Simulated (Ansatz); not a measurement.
# ZnSiP2 and the effect of the functional

```cif
data_structure
_symmetry_space_group_name_H-M 'I-42d'
_symmetry_Int_Tables_number 122
_cell_length_a 5.3734
_cell_length_b 5.3734
_cell_length_c 10.4601
_cell_angle_alpha 90.000
_cell_angle_beta 90.000
_cell_angle_gamma 90.000
_cell_volume 302.02
loop_
_atom_site_label
_atom_site_type_symbol
_atom_site_symmetry_multiplicity
_atom_site_Wyckoff_symbol
_atom_site_fract_x
_atom_site_fract_y
_atom_site_fract_z
_atom_site_occupancy
Zn1 Zn 4 a 0.00000 0.50000 0.25000 1
P1 P 8 d 0.25000 0.76730 0.37500 1
Si1 Si 4 b 0.50000 0.00000 0.25000 1
```

Kept alike: task band structure; k mesh 5 × 5 × 5; occupations fermi-dirac, width 0.05 eV; no spin polarisation. Program: Ansatz, Ansatz PAW, cutoff 420 eV. The mesh is that of the run's cell of 8 atoms. No spin-orbit coupling.

| run | band gap (eV) | pressure (GPa) |
| --- | --- | --- |
| A | 1.313 | 2.20 |
| B | 1.193 | -2.83 |
| C | 1.194 | -0.69 |

Pressure is positive in compression, with a Pulay correction for the finite cutoff. Gaps are the smaller of the mesh's and the band path's. All rows use potentials made for PBE.

**Question.** The runs differ in the functional alone: LDA; PBE; PBEsol. Which run is which?

**Answer.** Run A is PBE; run B is LDA; run C is PBEsol. The band gap runs from 1.193 (LDA) to 1.313 eV (PBE). From PBE: LDA -0.120; PBEsol -0.119. Measured: 2.1 eV (arxiv:1506.05371); nearest PBE, 0.787 eV off. Semilocal gaps fall short of quasiparticle gaps. The pressure runs from -2.83 (LDA) to 2.20 GPa (PBE). From PBE: LDA -5.03; PBEsol -2.89. A positive pressure means that the functional's own cell is larger than the one given, a negative one that it is smaller.
